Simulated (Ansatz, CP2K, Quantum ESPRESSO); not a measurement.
## One calculation of HfO2, 5 ways

```xyz
12
Lattice="5.1180 0.0000 0.0000 0.0000 5.1857 0.0000 -0.8587 0.0000 5.2139" Properties=species:S:1:pos:R:3 pbc="T T T"
Hf    0.8021    2.3870    3.6914
Hf    3.0279    4.9798    4.1294
Hf    3.4573    2.7987    1.5224
Hf    1.2314    0.2059    1.0845
O    -0.3473    0.8733    4.4146
O     4.1773    3.4661    3.4062
O     4.6066    4.3124    0.7993
O     0.0821    1.7196    1.8076
O     1.4549    3.8473    5.1101
O     2.3751    1.2544    2.7107
O     2.8045    1.3384    0.1038
O     1.8842    3.9313    2.5032
```

Alike in all runs: task band structure; functional PBE; k mesh 5 × 5 × 5; occupations fermi-dirac, width 0.05 eV; no spin polarisation; no spin-orbit coupling. Pressure is positive in compression and, in plane waves, holds the error of the finite cutoff, which Ansatz's Pulay term estimates and takes out. Gaps are the smaller of the mesh's and the band path's.

| program and potentials | plane-wave cutoff (eV) | notes | band gap (eV) | pressure (GPa) | largest force (eV/Å) |
| --- | --- | --- | --- | --- | --- |
| Ansatz, Ansatz PAW | 420 | 12.67 valence electrons an atom on average; Pulay term of +0.79 GPa included | 4.15 | 5.86 | 0.482 |
| Ansatz, SPMS NC | 1034 | 8 valence electrons an atom on average; Pulay term of +0.43 GPa included | 4.17 | 3.69 | 0.451 |
| Ansatz, PseudoDojo standard (PBE files) | 1143 | 8 valence electrons an atom on average; Pulay term of +0.04 GPa included | 4.16 | 3.48 | 0.451 |
| Quantum ESPRESSO, PseudoDojo 0.5 SR PBE standard | 1143 | 8 valence electrons an atom on average | 4.16 | 3.36 | 0.451 |
| CP2K, POTENTIAL_UZH Hf GTH-PBE-q12, O GTH-PBE-q6; TZVP-MOLOPT-PBE-GTH basis | - | atomic basis; 8 valence electrons an atom on average | 4.14 | -0.02 | 0.377 |

Force on atom 5 (O), eV/Å:

| program and potentials | x | y | z |
| --- | --- | --- | --- |
| Ansatz, Ansatz PAW | -0.415 | -0.183 | -0.162 |
| Ansatz, SPMS NC | -0.395 | -0.171 | -0.135 |
| Ansatz, PseudoDojo standard (PBE files) | -0.395 | -0.173 | -0.132 |
| Quantum ESPRESSO, PseudoDojo 0.5 SR PBE standard | -0.396 | -0.173 | -0.131 |
| CP2K, POTENTIAL_UZH Hf GTH-PBE-q12, O GTH-PBE-q6; TZVP-MOLOPT-PBE-GTH basis | -0.339 | -0.165 | -0.018 |

The band gap spans 4.14 (CP2K, POTENTIAL_UZH Hf GTH-PBE-q12, O GTH-PBE-q6; TZVP-MOLOPT-PBE-GTH basis) to 4.17 eV (Ansatz, SPMS NC). The pressure spans -0.02 (CP2K, POTENTIAL_UZH Hf GTH-PBE-q12, O GTH-PBE-q6; TZVP-MOLOPT-PBE-GTH basis) to 5.86 GPa (Ansatz, Ansatz PAW). The paths' points differ, which is worth about 0.01 eV. Rows in atomic bases carry the error of their basis and grid, which can be large.

The functional is the same throughout but for its coding, so the spread measures potentials, basis and numerics; runs on potential files found faulty are left out.
